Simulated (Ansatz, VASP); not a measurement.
# Sc: VASP beside Ansatz

```xyz
3
Lattice="5.0723 0.0000 0.0000 -2.5362 4.3928 0.0000 0.0000 0.0000 3.1650" Properties=species:S:1:pos:R:3 pbc="T T T"
Sc    0.0000    0.0000    0.0000
Sc    0.0000    2.9285    1.5825
Sc    2.5362    1.4643    1.5825
```

Alike in both runs: task single point; functional RPBE; k mesh 8 × 8 × 11; occupations fermi-dirac, width 0.1 eV; no spin polarisation.

|  | VASP | Ansatz |
| --- | --- | --- |
| version | VASP 6.6.1 | Ansatz 0.2.0 |
| potentials or method | VASP PAW PBE potentials, release 64 (Sc_sv) | plane waves (420 eV) with PAW, scalar-relativistic |
| plane-wave cutoff (eV) | 520 | 420 |
| valence electrons in the cell | 33 | 33 |

|  | VASP | Ansatz | Ansatz less VASP |
| --- | --- | --- | --- |
| pressure (GPa) | 4.7 | 4.7 | -0.05 |
| largest component of the traceless stress (GPa) | 0.16 | 0.16 | +0.004 |

The functional is the same, so the differences come from potentials, cutoffs and numerics.

Caveats: the PAW data sets were made with another functional, which shifts forces and pressure a little (VASP).
